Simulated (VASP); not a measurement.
Input of a VASP 6.6.1 run:

File POSCAR:

```
Cu3Au
1.0
    3.7400000000      0.0000000000      0.0000000000
    0.0000000000      3.7400000000      0.0000000000
    0.0000000000      0.0000000000      3.7400000000
Au Cu
1 3
Direct
    0.0000000000      0.0000000000      0.0000000000
    0.5000000000      0.5000000000      0.0000000000
    0.5000000000      0.0000000000      0.5000000000
    0.0000000000      0.5000000000      0.5000000000
```

Contents of INCAR.step1:

```
ALGO = Normal
EDIFF = 1E-5
ENCUT = 520
GGA = PE
ISIF = 2
ISMEAR = -1
LASPH = T
LCHARG = F
LMAXMIX = 4
LREAL = F
LWAVE = T
NBANDS = 30
NELM = 80
PREC = Accurate
SIGMA = 0.05
```

The input INCAR.step2:

```
ALGO = Normal
EDIFF = 1E-6
ENCUT = 520
ISIF = 2
ISMEAR = -1
ISTART = 1
LASPH = T
LCHARG = F
LMAXMIX = 4
LREAL = F
LWAVE = F
METAGGA = LMBJ
NBANDS = 30
NELM = 80
PREC = Accurate
SIGMA = 0.05
```

KPOINTS

```
k-points
0
Gamma
  7 7 7
```

The input KPOINTS_OPT:

```
path GXMGRX,MR
10
line-mode
reciprocal
 0.0000000000  0.0000000000  0.0000000000  G
 0.0000000000  0.5000000000  0.0000000000  X

 0.0000000000  0.5000000000  0.0000000000  X
 0.5000000000  0.5000000000  0.0000000000  M

 0.5000000000  0.5000000000  0.0000000000  M
 0.0000000000  0.0000000000  0.0000000000  G

 0.0000000000  0.0000000000  0.0000000000  G
 0.5000000000  0.5000000000  0.5000000000  R

 0.5000000000  0.5000000000  0.5000000000  R
 0.0000000000  0.5000000000  0.0000000000  X

 0.5000000000  0.5000000000  0.0000000000  M
 0.5000000000  0.5000000000  0.5000000000  R
```

Potentials or basis: VASP PAW PBE potentials, release 64 (Au, Cu).

Command:

```bash
$ cat potpaw_PBE.64/Au/POTCAR potpaw_PBE.64/Cu/POTCAR > POTCAR
$ cp INCAR.step1 INCAR
$ mpirun -np 1 vasp_std > vasp.out
$ cp INCAR.step2 INCAR
$ mpirun -np 1 vasp_std > vasp.out
```

(1) Predict the band gap along the path.

Answers

(1) none (metal or under the smearing width).

Caveat: spin-orbit coupling is left out, which moves the levels of the heavy elements.
